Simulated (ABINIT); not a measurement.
# PbS (Galena) (Fm-3m) in ABINIT: a series of runs

Runs on PbS (Galena). Level: r2SCAN. Tasks: equation of state.

All numbers are computed with ABINIT 10.8.3 (patched build); they aren't measurements. Logs are shortened: lines on timing, memory, paths and dates and some standing lists are left out, and cuts for length are marked. The log counts tension as positive stress, the text compression.

### 1 The structure

The structure is cubic, space group Fm-3m (No. 225). Conventional cell: a = 5.931 Å, b = 5.931 Å, c = 5.931 Å, α = 90.00°, β = 90.00°, γ = 90.00°. Pb (site symmetry m-3m) is surrounded by 6 S at 2.97 Å. Around S (site symmetry m-3m) lie 6 Pb at 2.97 Å.

### 2 Equation of state, r2SCAN

Contents of run.abi:

```
# Datasets: one volume each
ndtset 7
scalecart1 3*0.9795861087
scalecart2 3*0.9864848297
scalecart3 3*0.9932883884
scalecart4 3*1.0000000000
scalecart5 3*1.0066227096
scalecart6 3*1.0131594038
scalecart7 3*1.0196128224

# Pseudopotentials
pp_dirpath "./"
pseudos "Pb.upf, S.upf"

# Structure
acell 7.9258966301 7.9258966301 7.9258966301
rprim
     0.0000000000     0.7071067812     0.7071067812
     0.7071067812     0.0000000000     0.7071067812
     0.7071067812     0.7071067812     0.0000000000
ntypat 2
znucl 82 16
natom 2
typat 1 2
xred
     0.0000000000     0.0000000000     0.0000000000
     0.5000000000     0.5000000000     0.5000000000

# Plane-wave basis
ecut 37.0

# k points
kptopt 1
ngkpt 6 6 6
nshiftk 1
shiftk 0.0 0.0 0.0

# Exchange and correlation
ixc -497498
usekden 1
nc_xccc_gspace 1
boxcutmin 3.0

# Bands and occupations
nband 14
occopt 3
tsmear 0.00183747

# SCF cycle
nstep 100
tolvrs 1.0e-9

# Output
iomode 3
prtwf 0
prtden 0
prteig 0
prtebands 0
enunit 2
```

Potentials or basis: Ansatz NC r2SCAN.

Run with:

```console
$ mpirun --bind-to none -np 4 abinit run.abi > log 2>&1
```

run.abo:

```text
[... set-up lines left out ...]
 ETOT  1  -83.938185075489    -8.394E+01 3.708E+00 1.052E+05
 ETOT  2  -93.349408994397    -9.411E+00 5.430E+00 1.341E+05
 ETOT  3  -97.007977436015    -3.659E+00 1.633E+00 2.480E+04
 ETOT  4  -97.530524582305    -5.225E-01 9.232E-01 1.291E+04
 ETOT  5  -97.774018948972    -2.435E-01 3.019E-01 6.153E+03
 ETOT  6  -97.876793524641    -1.028E-01 4.006E-02 3.084E+03
 ETOT  7  -97.949701206118    -7.291E-02 2.821E-02 8.605E+02
 ETOT  8  -97.971980653474    -2.228E-02 3.277E-02 1.914E+02
 ETOT  9  -97.977962348474    -5.982E-03 1.543E-02 8.795E+00
 ETOT 10  -97.978295735970    -3.334E-04 2.506E-02 2.660E-02
 ETOT 11  -97.978300633279    -4.897E-06 1.193E-02 1.505E-02
 ETOT 12  -97.978301824616    -1.191E-06 1.446E-02 6.302E-04
 ETOT 13  -97.978301954541    -1.299E-07 7.360E-03 2.100E-04
 ETOT 14  -97.978301976527    -2.199E-08 7.241E-03 5.411E-05
 ETOT 15  -97.978301982603    -6.076E-09 3.880E-03 1.493E-05
 ETOT 16  -97.978301984099    -1.495E-09 3.453E-03 1.124E-06
 ETOT 17  -97.978301984378    -2.792E-10 1.886E-03 1.856E-07
 ETOT 18  -97.978301984459    -8.112E-11 1.616E-03 1.656E-08
 ETOT 19  -97.978301984491    -3.151E-11 8.837E-04 5.636E-09
 ETOT 20  -97.978301984493    -2.771E-12 7.461E-04 6.284E-10

 At SCF step   20       vres2   =  6.28E-10 < tolvrs=  1.00E-09 =>converged.

Result for kinetic energy density :

--------------------------------------------------------------------------------
 Total kinetic energy density [Ha/Bohr^3]
)     Maximum=    5.1177E+00  at reduced coord.    0.0781    0.9531    0.9688
)     Minimum=    1.6002E-03  at reduced coord.    0.2500    0.2500    0.2500
   Integrated=    4.0179E+01
--------------------------------------------------------------------------------
[... 1165 lines left out ...]
--- !EnergyTerms
iteration_state     : {dtset: 7, }
comment             : Components of total free energy in Hartree
kinetic             :  4.00299099739406E+01
hartree             :  1.59707967729308E+01
xc                  : -4.01876938400244E+01
Ewald energy        : -5.45450398371122E+01
psp_core            :  2.23797008647111E+00
local_psp           : -5.22063402447940E+01
non_local_psp       : -9.28001000252704E+00
internal            : -9.79804070911151E+01
'-kT*entropy'       : -3.02544165534415E-07
total_energy        : -9.79804073936592E+01
total_energy_eV     : -2.66618271012743E+03
band_energy         : -5.05475205165522E+00
...

 Cartesian components of stress tensor (hartree/bohr^3)
  sigma(1 1)=  6.82810669E-05  sigma(3 2)=  0.00000000E+00
  sigma(2 2)=  6.82810669E-05  sigma(3 1)=  0.00000000E+00
  sigma(3 3)=  6.82810669E-05  sigma(2 1)=  0.00000000E+00

-Cartesian components of stress tensor (GPa)         [Pressure= -2.0089E+00 GPa]
- sigma(1 1)=  2.00889835E+00  sigma(3 2)=  0.00000000E+00
- sigma(2 2)=  2.00889835E+00  sigma(3 1)=  0.00000000E+00
- sigma(3 3)=  2.00889835E+00  sigma(2 1)=  0.00000000E+00

== END DATASET(S) ==============================================================
================================================================================

 -outvars: echo values of variables after computation  --------
            acell      7.9258966301E+00  7.9258966301E+00  7.9258966301E+00 Bohr
           etotal1    -9.7978301984E+01
           etotal2    -9.7979470500E+01
           etotal3    -9.7980267165E+01
           etotal4    -9.7980727603E+01
           etotal5    -9.7980885379E+01
           etotal6    -9.7980769553E+01
           etotal7    -9.7980407394E+01
            fcart1    -0.0000000000E+00 -0.0000000000E+00 -0.0000000000E+00
                      -0.0000000000E+00 -0.0000000000E+00 -0.0000000000E+00
            fcart2    -0.0000000000E+00 -0.0000000000E+00 -0.0000000000E+00
                      -0.0000000000E+00 -0.0000000000E+00 -0.0000000000E+00
            fcart3    -0.0000000000E+00 -0.0000000000E+00 -0.0000000000E+00
                      -0.0000000000E+00 -0.0000000000E+00 -0.0000000000E+00
            fcart4    -0.0000000000E+00 -0.0000000000E+00 -0.0000000000E+00
                      -0.0000000000E+00 -0.0000000000E+00 -0.0000000000E+00
            fcart5    -0.0000000000E+00 -0.0000000000E+00 -0.0000000000E+00
                      -0.0000000000E+00 -0.0000000000E+00 -0.0000000000E+00
            fcart6    -0.0000000000E+00 -0.0000000000E+00 -0.0000000000E+00
                      -0.0000000000E+00 -0.0000000000E+00 -0.0000000000E+00
            fcart7    -0.0000000000E+00 -0.0000000000E+00 -0.0000000000E+00
                      -0.0000000000E+00 -0.0000000000E+00 -0.0000000000E+00
            rprim1     0.0000000000E+00  6.9267198023E-01  6.9267198023E-01
                       6.9267198023E-01  0.0000000000E+00  6.9267198023E-01
                       6.9267198023E-01  6.9267198023E-01  0.0000000000E+00
            rprim2     0.0000000000E+00  6.9755011263E-01  6.9755011263E-01
                       6.9755011263E-01  0.0000000000E+00  6.9755011263E-01
                       6.9755011263E-01  6.9755011263E-01  0.0000000000E+00
            rprim3     0.0000000000E+00  7.0236095512E-01  7.0236095512E-01
                       7.0236095512E-01  0.0000000000E+00  7.0236095512E-01
                       7.0236095512E-01  7.0236095512E-01  0.0000000000E+00
            rprim4     0.0000000000E+00  7.0710678120E-01  7.0710678120E-01
                       7.0710678120E-01  0.0000000000E+00  7.0710678120E-01
                       7.0710678120E-01  7.0710678120E-01  0.0000000000E+00
            rprim5     0.0000000000E+00  7.1178974407E-01  7.1178974407E-01
                       7.1178974407E-01  0.0000000000E+00  7.1178974407E-01
                       7.1178974407E-01  7.1178974407E-01  0.0000000000E+00
            rprim6     0.0000000000E+00  7.1641188486E-01  7.1641188486E-01
                       7.1641188486E-01  0.0000000000E+00  7.1641188486E-01
                       7.1641188486E-01  7.1641188486E-01  0.0000000000E+00
            rprim7     0.0000000000E+00  7.2097514092E-01  7.2097514092E-01
                       7.2097514092E-01  0.0000000000E+00  7.2097514092E-01
                       7.2097514092E-01  7.2097514092E-01  0.0000000000E+00
           strten1    -1.9358702926E-04 -1.9358702926E-04 -1.9358702926E-04
                       0.0000000000E+00  0.0000000000E+00  0.0000000000E+00
           strten2    -1.3808313264E-04 -1.3808313264E-04 -1.3808313264E-04
                       0.0000000000E+00  0.0000000000E+00  0.0000000000E+00
           strten3    -8.7897206198E-05 -8.7897206198E-05 -8.7897206198E-05
                       0.0000000000E+00  0.0000000000E+00  0.0000000000E+00
           strten4    -4.2604358999E-05 -4.2604358999E-05 -4.2604358999E-05
                       0.0000000000E+00  0.0000000000E+00  0.0000000000E+00
           strten5    -1.7537287914E-06 -1.7537287914E-06 -1.7537287914E-06
                       0.0000000000E+00  0.0000000000E+00  0.0000000000E+00
           strten6     3.5080590732E-05  3.5080590732E-05  3.5080590732E-05
                       0.0000000000E+00  0.0000000000E+00  0.0000000000E+00
           strten7     6.8281066911E-05  6.8281066911E-05  6.8281066911E-05
                       0.0000000000E+00  0.0000000000E+00  0.0000000000E+00
           xangst1     0.0000000000E+00  0.0000000000E+00  0.0000000000E+00
                       2.9052075000E+00  2.9052075000E+00  2.9052075000E+00
           xangst2     0.0000000000E+00  0.0000000000E+00  0.0000000000E+00
                       2.9256673818E+00  2.9256673818E+00  2.9256673818E+00
           xangst3     0.0000000000E+00  0.0000000000E+00  0.0000000000E+00
                       2.9458450360E+00  2.9458450360E+00  2.9458450360E+00
           xangst4     0.0000000000E+00  0.0000000000E+00  0.0000000000E+00
                       2.9657499981E+00  2.9657499981E+00  2.9657499981E+00
           xangst5     0.0000000000E+00  0.0000000000E+00  0.0000000000E+00
                       2.9853912990E+00  2.9853912990E+00  2.9853912990E+00
           xangst6     0.0000000000E+00  0.0000000000E+00  0.0000000000E+00
                       3.0047774998E+00  3.0047774998E+00  3.0047774998E+00
           xangst7     0.0000000000E+00  0.0000000000E+00  0.0000000000E+00
                       3.0239167260E+00  3.0239167260E+00  3.0239167260E+00
             xred      0.0000000000E+00  0.0000000000E+00  0.0000000000E+00
                       5.0000000000E-01  5.0000000000E-01  5.0000000000E-01
 Calculation completed.
```

Wall time 13 min (4 MPI ranks of Intel Xeon 6975P-C (Granite Rapids), shared host); peak memory 1.1 GiB.

Results:

```
Equilibrium volume                      : 26.64 Å³/atom
Bulk modulus                            : 58 GPa
Pressure derivative of the bulk modulus : 4.2
```

Energy against volume, from the lowest point:
```tsv
volume (Å³/atom)	energy (meV/atom)
24.521	35.15
25.042	19.25
25.564	8.41
26.086	2.15
26.607	0.00
27.129	1.58
27.651	6.50
```

Caveat: pressures at fixed basis lie under the slope of the energies.

### 3 Equation of state, r2SCAN

run.abi, as its differences from that of step 2:

```diff
@@ -12,3 +12,3 @@
 pp_dirpath "./"
-pseudos "Pb.upf, S.upf"
+pseudos "Pb_ONCV_PBE-1.2.upf, S_ONCV_PBE-1.2.upf"
 
@@ -29,3 +29,3 @@
 # Plane-wave basis
-ecut 37.0
+ecut 36.0
 
@@ -40,4 +40,2 @@
 usekden 1
-nc_xccc_gspace 1
-boxcutmin 3.0
```

Potentials or basis: SG15 NC PBE v1.2.

Run with:

```console
$ mpirun --bind-to none -np 4 abinit run.abi > log 2>&1
```

Wall time 1.9 min (4 MPI ranks of Intel Xeon 6975P-C (Granite Rapids), shared host); peak memory 0.44 GiB.

Results (log left out):

```
Equilibrium volume : 26.15 Å³/atom (rough: see the caveat)
Bulk modulus       : 60 GPa (rough)
```

Energy against volume, from the lowest point:
| volume (Å³/atom) | energy (meV/atom) |
| --- | --- |
| 24.521 | 21.09 |
| 25.042 | 9.35 |
| 25.564 | 2.49 |
| 26.086 | 0.00 |
| 26.607 | 1.43 |
| 27.129 | 6.39 |
| 27.651 | 14.50 |

Caveat: a meta-GGA on norm-conserving files made for a GGA shifts volumes by about 1 %; pressures at fixed basis lie under the slope of the energies; the potentials were made for another functional, which shifts forces and pressure; the fit is rough or its minimum lies at the end of the range.
